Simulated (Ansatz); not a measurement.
Born–Oppenheimer molecular dynamics of a periodic cell of 22 atoms, H4C3O4 (host H4C3O4, host structure P-1). It starts from an unrelaxed structure (largest force component 7.61 eV/Å).

Level of theory: DFT PBE, scalar-relativistic, plane waves, PAW in Ansatz 0.2.0. Settings: accuracy low, cutoff 420 eV, k mesh 2x2x1, fermi-dirac smearing 0.05 eV, no spin polarisation.

```json
{"ensemble": "NVT, Nosé–Hoover chain", "time step": "0.5 fs", "steps asked": "200", "set temperature": "1400 K", "thermostat": "time constant 10 fs, chain length 1", "seed": "176556"}
```

First frame:

```xyz
22
Lattice="5.1539 0.0000 0.0000 -0.4909 5.3013 0.0000 -1.6015 -2.6888 7.5455" Properties=species:S:1:pos:R:3
H 1.175 2.029 6.188
H 1.886 0.584 1.357
H 0.914 3.093 5.063
H 2.147 -0.480 2.482
H 3.718 2.454 0.075
H -0.656 0.158 7.470
H 3.502 2.277 3.207
H -0.441 0.336 4.339
C 2.671 2.077 4.791
C 0.390 0.536 2.754
C 2.678 -1.519 6.516
C 0.383 4.132 1.030
C 1.595 2.707 5.636
C 1.467 -0.094 1.909
O -1.272 -1.333 6.605
O 4.334 3.946 0.940
O 1.761 -0.839 7.150
O 1.300 3.452 0.396
O 3.340 1.139 5.172
O -0.279 1.473 2.373
O 2.821 2.651 3.623
O 0.240 -0.039 3.923
```

(1) What does the run give?

(2) What happens to the structure?

(3) How do temperature and energy run in time?

Results:

(1) The run went to its last step.

```
steps done                                               : 200
time covered                                             : 100 fs
mean temperature over the second half                    : 1373 K
spread of the potential energy over the second half      : 43.3 meV per atom
mean potential energy of the second half above the start : 27.9 meV per atom
```

The conserved energy stayed within 4.8 meV per atom of its start (net change -2.3 meV per atom), so there is no drift, though single steps change it by up to 55 meV in the whole system, a sign of fast motions only just resolved. A run of 0.1 ps of so small a system gives no equilibrium averages. Limits of this set-up: coarse k mesh, low accuracy level.

(2) Mean squared displacements from the first frame to the last, about the centre of mass: H 0.50 Å², C 0.07 Å², O 0.12 Å². The details hang on the random start.

(3) 
```json
{"time (fs)": "0.0", "T (K)": "1400", "potential energy less start (eV)": "0.000", "conserved less start (meV/atom)": "0.00"}
{"time (fs)": "3.0", "T (K)": "1986", "potential energy less start (eV)": "-1.834", "conserved less start (meV/atom)": "-2.74"}
{"time (fs)": "6.0", "T (K)": "709", "potential energy less start (eV)": "1.408", "conserved less start (meV/atom)": "-1.52"}
{"time (fs)": "9.0", "T (K)": "1582", "potential energy less start (eV)": "-1.051", "conserved less start (meV/atom)": "-3.28"}
{"time (fs)": "12.0", "T (K)": "1410", "potential energy less start (eV)": "-0.612", "conserved less start (meV/atom)": "-2.44"}
{"time (fs)": "15.0", "T (K)": "1463", "potential energy less start (eV)": "-0.852", "conserved less start (meV/atom)": "-2.38"}
{"time (fs)": "18.0", "T (K)": "911", "potential energy less start (eV)": "0.587", "conserved less start (meV/atom)": "-1.68"}
{"time (fs)": "21.0", "T (K)": "1406", "potential energy less start (eV)": "-0.725", "conserved less start (meV/atom)": "-2.90"}
{"time (fs)": "24.0", "T (K)": "1372", "potential energy less start (eV)": "-0.548", "conserved less start (meV/atom)": "-3.15"}
{"time (fs)": "27.0", "T (K)": "1098", "potential energy less start (eV)": "0.364", "conserved less start (meV/atom)": "-2.37"}
{"time (fs)": "30.0", "T (K)": "1167", "potential energy less start (eV)": "0.394", "conserved less start (meV/atom)": "-2.11"}
{"time (fs)": "33.0", "T (K)": "1397", "potential energy less start (eV)": "0.184", "conserved less start (meV/atom)": "-2.19"}
{"time (fs)": "36.0", "T (K)": "1941", "potential energy less start (eV)": "-0.894", "conserved less start (meV/atom)": "-2.80"}
{"time (fs)": "39.0", "T (K)": "1193", "potential energy less start (eV)": "1.432", "conserved less start (meV/atom)": "-1.30"}
{"time (fs)": "42.0", "T (K)": "1365", "potential energy less start (eV)": "1.152", "conserved less start (meV/atom)": "-2.01"}
{"time (fs)": "45.0", "T (K)": "930", "potential energy less start (eV)": "2.622", "conserved less start (meV/atom)": "-1.07"}
{"time (fs)": "48.0", "T (K)": "1814", "potential energy less start (eV)": "0.564", "conserved less start (meV/atom)": "-2.75"}
{"time (fs)": "51.0", "T (K)": "1407", "potential energy less start (eV)": "2.041", "conserved less start (meV/atom)": "-1.28"}
{"time (fs)": "54.0", "T (K)": "2056", "potential energy less start (eV)": "0.556", "conserved less start (meV/atom)": "-2.27"}
{"time (fs)": "57.0", "T (K)": "1372", "potential energy less start (eV)": "2.442", "conserved less start (meV/atom)": "-1.29"}
{"time (fs)": "60.0", "T (K)": "1816", "potential energy less start (eV)": "1.121", "conserved less start (meV/atom)": "-2.16"}
{"time (fs)": "63.0", "T (K)": "1132", "potential energy less start (eV)": "2.786", "conserved less start (meV/atom)": "-0.99"}
{"time (fs)": "66.0", "T (K)": "1969", "potential energy less start (eV)": "0.285", "conserved less start (meV/atom)": "-2.39"}
{"time (fs)": "69.0", "T (K)": "1348", "potential energy less start (eV)": "1.569", "conserved less start (meV/atom)": "-1.39"}
{"time (fs)": "72.0", "T (K)": "1633", "potential energy less start (eV)": "0.309", "conserved less start (meV/atom)": "-2.27"}
{"time (fs)": "75.0", "T (K)": "1145", "potential energy less start (eV)": "1.186", "conserved less start (meV/atom)": "-1.68"}
{"time (fs)": "78.0", "T (K)": "1716", "potential energy less start (eV)": "-0.800", "conserved less start (meV/atom)": "-2.93"}
{"time (fs)": "81.0", "T (K)": "1186", "potential energy less start (eV)": "0.185", "conserved less start (meV/atom)": "-2.01"}
{"time (fs)": "84.0", "T (K)": "1297", "potential energy less start (eV)": "-0.536", "conserved less start (meV/atom)": "-2.47"}
{"time (fs)": "87.0", "T (K)": "902", "potential energy less start (eV)": "0.299", "conserved less start (meV/atom)": "-1.92"}
{"time (fs)": "90.0", "T (K)": "1217", "potential energy less start (eV)": "-0.683", "conserved less start (meV/atom)": "-2.70"}
{"time (fs)": "93.0", "T (K)": "1128", "potential energy less start (eV)": "-0.453", "conserved less start (meV/atom)": "-2.56"}
{"time (fs)": "96.0", "T (K)": "1059", "potential energy less start (eV)": "-0.163", "conserved less start (meV/atom)": "-2.34"}
{"time (fs)": "99.0", "T (K)": "871", "potential energy less start (eV)": "0.533", "conserved less start (meV/atom)": "-1.94"}
```

Run time: 7.1 min on 1 thread of Arm Neoverse V1, on a shared host, peak memory 0.44 GiB.
